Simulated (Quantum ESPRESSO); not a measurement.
# BeS under changes of volume

One of the cells (14.261 Å³/atom); the others are scaled copies at fixed shape and fractional positions:

```
S Be
1.0
     0.00000    2.42500    2.42500
     2.42500    0.00000    2.42500
     2.42500    2.42500    0.00000
S Be
1 1
Cartesian
  3.6375 3.6375 3.6375
  0.0000 0.0000 0.0000
```

* Program: Quantum ESPRESSO 7.5
* Functional: PBE
* Potentials or basis: SSSP 1.3 efficiency PBE
* Cutoff: 748 eV
* Density cutoff: 5987 eV
* k mesh: 9 × 9 × 9
* Occupations: fermi-dirac, width 0.05 eV
* Spin: no spin polarisation

```tsv
volume (Å³/atom)	energy over the lowest point (meV/atom)	pressure (GPa)	gap on the mesh (eV)
13.405	27.44	8.5	3.07
13.690	14.55	6.0	3.12
13.975	5.94	3.7	3.16
14.261	1.20	1.6	3.21
14.546	0.00	-0.3	3.25
14.831	2.01	-2.0	3.29
15.116	?	?	?
```

What does the run at 15.116 Å³/atom give?

Energy over the lowest point 6.94 meV/atom; pressure -3.5 GPa; gap on the mesh 3.32 eV.

Worked out: A Birch-Murnaghan fit of order 3 (a polynomial in V^(-2/3)) to the other rows has its minimum at 14.51 Å³/atom with B0 = V·E''(V) = 93 GPa and B' = 3.9. It gives 6.93 meV/atom at 15.116 Å³/atom, against the run's 6.94, and -dE/dV = -3.5 GPa, against -3.5. A straight line through the other rows of the gap, of slope 2.18 eV per unit of ln V, extrapolates to 3.33 eV, against the run's 3.32.

Energies are extrapolated to zero smearing.

Caveats: an odd mesh through Γ misses points on the zone boundary, where band edges often lie.
